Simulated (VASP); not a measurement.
## Tl: elastic constants with PBEsol

The system is Tl.

```
CELL_PARAMETERS angstrom
3.51319 0.00000 0.00000
-1.75659 3.04251 0.00000
0.00000 0.00000 5.37069
ATOMIC_POSITIONS crystal
Tl 0.33333 0.66667 0.25000
Tl 0.66667 0.33333 0.75000
```

```yaml
Program: VASP 6.6.1
Task: elastic constants
Functional: PBEsol
Potentials_or_basis: VASP PAW PBE potentials, release 64 (Tl_d)
Cutoff: 600 eV
k_mesh: 24 × 24 × 12
Occupations: methfessel-paxton, width 0.2 eV
Spin: no spin polarisation
Ions_in_elastic_constants: relaxed
Further_INCAR_settings: ALGO = Normal; EDIFF = 1e-08; IBRION = 6; POTIM = 0.015; NSW = 1; ISIF = 3
```

The relaxed volume is 28.57 Å³/atom. The relaxed cell is a = 3.466 Å, b = 3.466 Å, c = 5.495 Å, α = 90.00°, β = 90.00°, γ = 120.00°, the space group after relaxing (to 0.05 Å) is P6_3/mmc (No. 194) and the voigt bulk modulus is 37 GPa. The highest phonon frequency at Γ is 86 cm⁻¹.

Step by step:
```csv
step,energy change (eV),largest force (eV/Å),pressure (GPa),volume (Å³)
1,0.0000,0.0000,-0.02,57.41
2,-0.0004,0.0000,-0.02,57.37
3,-0.0014,0.0000,0.00,57.28
4,-0.0022,0.0000,0.05,57.06
5,-0.0022,0.0000,0.03,57.11
6,-0.0022,0.0000,0.04,57.10
7,-0.0022,0.0000,-0.05,57.23
8,-0.0022,0.0000,0.00,57.15
```

Final structure:
```cif
data_structure
_symmetry_space_group_name_H-M 'P 1'
_symmetry_Int_Tables_number 1
_cell_length_a 3.4655
_cell_length_b 3.4655
_cell_length_c 5.4948
_cell_angle_alpha 90.000
_cell_angle_beta 90.000
_cell_angle_gamma 120.000
_cell_volume 57.15
loop_
_atom_site_label
_atom_site_type_symbol
_atom_site_fract_x
_atom_site_fract_y
_atom_site_fract_z
_atom_site_occupancy
Tl1 Tl 0.33333 0.66667 0.25000 1
Tl2 Tl 0.66667 0.33333 0.75000 1
```

Phonon frequencies in cm⁻¹ (negative: imaginary):
| q point | frequencies |
| --- | --- |
| (0.000, 0.000, 0.000) | 0 0 0 30 30 86 |

Elastic tensor in Voigt notation (GPa, in the Cartesian axes of the cell as first typed):
```
40 35 32  0  0  0
35 40 32  0  0  0
32 32 56  0  0  0
 0  0  0 10  0  0
 0  0  0  0 10  0
 0  0  0  0  0  3
```

Clamped-ion elastic tensor (GPa):
```
46 29 32  0  0  0
29 46 32  0  0  0
32 32 56  0  0  0
 0  0  0 10  0  0
 0  0  0  0 10  0
 0  0  0  0  0  8
```

Wall time 54 min on 2 MPI ranks on Intel(R) Xeon(R) 6975P-C (Granite Rapids), on a shared host, peak memory 3 GiB a rank.

Caveat: the PAW data sets were made with another functional, which shifts forces and pressure a little. Spin-orbit coupling is left out, which matters for the levels of Tl.
